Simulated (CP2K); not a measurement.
Ti:

```
Ti
1.0
     2.95000    0.00000    0.00000
    -1.47500    2.55477    0.00000
     0.00000    0.00000    4.68000
Ti
2
Direct
  0.66667 0.33333 0.75000
  0.33333 0.66667 0.25000
```

Base run:

```yaml
Program: CP2K 2026.2
Functional: PBEsol
Potentials_or_basis: POTENTIAL_UZH Ti GTH-PBE-q12; TZVP-MOLOPT-PBE-GTH basis
Density_cutoff: 6123 eV
k_mesh: 10 × 10 × 6
Occupations: fermi-dirac, width 0.05 eV
Spin: no spin polarisation
```

Its results: band gap on the k mesh none (metal or under the smearing width); pressure -5.5 GPa.

Question: The run is repeated on the same cell with these changes: functional from PBEsol to PBE. What comes out?

Answer: Band gap on the k mesh none (metal or under the smearing width); pressure -1.3 GPa.

PBE binds less tightly than PBEsol, so the same cell stands under more pressure.

Caveats: the basis of atomic orbitals isn't converged, which shifts pressures, moduli and gaps; the potentials were made for another functional, which shifts forces and pressure (some runs).
